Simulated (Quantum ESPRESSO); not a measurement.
KF (Carobbiite) in Quantum ESPRESSO: the effect of functional

KF (Carobbiite):

```
K F
1.0
     0.00000    2.67185    2.67185
     2.67185    0.00000    2.67185
     2.67185    2.67185    0.00000
K F
1 1
Cartesian
  0.0000 0.0000 0.0000
  2.6719 2.6719 2.6719
```

Alike in all runs:

- Program: Quantum ESPRESSO 7.5
- Task: phonons
- Cutoff: 1143 eV
- Density cutoff: 4572 eV
- k mesh: 4 × 4 × 4, shifted
- Occupations: fermi-dirac, width 0.05 eV
- Spin: no spin polarisation

Each run relaxes the cell or the atoms first.

```tsv
functional	potentials or basis	relaxed volume (Å³/atom)	dielectric constant (mean)	highest phonon frequency (cm⁻¹)
LDA	PseudoDojo 0.4.1 SR LDA standard	17.16	2.10	211
revPBE	PseudoDojo 0.4.1 SR PBE standard	21.24	1.89	142
RPBE	PseudoDojo 0.4.1 SR PBE standard	21.54	1.87	141
BLYP	PseudoDojo 0.4.1 SR PBE standard	20.33	1.94	164
vdW-DF-cx	PseudoDojo 0.4.1 SR PBE standard	?	?	?
```

**Question.** What does the run with functional vdW-DF-cx give?

**Answer.** Relaxed volume 19.17 Å³/atom; dielectric constant 1.98 mean; highest phonon frequency 180 cm⁻¹.

Caveats: the potentials were made for another functional, which shifts forces and pressure (some runs); before the sum rule the acoustic modes lie tens of cm⁻¹ from zero, a sign that the density grid also shifts the optical modes (some runs).

Runs at the PBE level aren't shown here.
